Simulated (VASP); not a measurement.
Here is a VASP 6.6.1 calculation.

Contents of INCAR:

```
SYSTEM = ZnGa2O4
PREC = Accurate ; ENCUT = 520
EDIFF = 1E-6 ; ISMEAR = 0
SIGMA = 0.03 ; LREAL = .False.
LASPH = .True. ; NELM = 80
ALGO = Normal ; ISIF = 2
LWAVE = .False. ; LCHARG = .False.
LNONCOLLINEAR = .True. ; MAGMOM = 0 0 0 0 0 0 0 0 0 0 0 0 0 0 0 0 0 0 0 0 0 0 0 0 0 0 0 0 0 0 0 0 0 0 0 0 0 0 0 0 0 0
LORBIT = 11 ; LSORBIT = .True.
GGA_COMPAT = .False. ; GGA = PE
KPAR = 4
```

KPOINTS

```
Automatic mesh
0
Gamma
  4 4 4
  0 0 0
```

POSCAR

```
ZnGa2O4                                 
1.0
    0.0000000000      4.1746942910      4.1746942910
    4.1746942910      0.0000000000      4.1746942910
    4.1746942910      4.1746942910      0.0000000000
  Zn              Ga              O             
     2     4     8
Direct
     0.5000000000000000    0.5000000000000000    0.5000000000000000
     0.7500000000000000    0.7500000000000000    0.7500000000000000
     0.1250000000000000    0.1250000000000000    0.6250000000000000
     0.1250000000000000    0.6250000000000000    0.1250000000000000
     0.6250000000000000    0.1250000000000000    0.1250000000000000
     0.1250000000000000    0.1250000000000000    0.1250000000000000
     0.8863900171037287    0.3408299486888069    0.8863900171037287
     0.3636099828962713    0.3636099828962713    0.9091700513111931
     0.3636099828962713    0.3636099828962713    0.3636099828962713
     0.9091700513111931    0.3636099828962713    0.3636099828962713
     0.8863900171037287    0.8863900171037287    0.8863900171037287
     0.3408299486888069    0.8863900171037287    0.8863900171037287
     0.3636099828962713    0.9091700513111931    0.3636099828962713
     0.8863900171037287    0.8863900171037287    0.3408299486888069
```

File KPOINTS_OPT:

```
explicit points
202
Reciprocal
 0.0000000000  0.0000000000  0.0000000000 1
 0.0555555556  0.0000000000  0.0555555556 1
 0.1111111111  0.0000000000  0.1111111111 1
 0.1666666667  0.0000000000  0.1666666667 1
 0.2222222222  0.0000000000  0.2222222222 1
 0.2777777778  0.0000000000  0.2777777778 1
[... 194 lines left out ...]
 0.4835701700  0.0164298300  0.5000000000 1
 0.5164298300 -0.0164298300  0.5000000000 1
```

Potentials or basis: VASP PAW PBE potentials, release 64 (Zn, Ga_d, O).

The run is started by

```console
$ cat potpaw_PBE.64/Zn/POTCAR potpaw_PBE.64/Ga_d/POTCAR potpaw_PBE.64/O/POTCAR > POTCAR
$ mpirun -np 4 vasp_ncl > vasp.out
```

Problem. Estimate the pressure.

Solution. 7.7 GPa.

Problem. Estimate the largest force.

Solution. 0.101 eV/Å.

Forces in eV/Å, atoms in the order of the input:
```
Zn   0.000  0.000  0.000
Zn   0.000  0.000  0.000
Ga   0.000  0.000  0.000
Ga   0.000  0.000  0.000
Ga   0.000  0.000  0.000
Ga   0.000  0.000  0.000
O    0.058 -0.058  0.058
O   -0.058 -0.058  0.058
O    0.058  0.058  0.058
O    0.058 -0.058 -0.058
O   -0.058 -0.058 -0.058
O   -0.058  0.058  0.058
O   -0.058  0.058 -0.058
O    0.058  0.058 -0.058
```
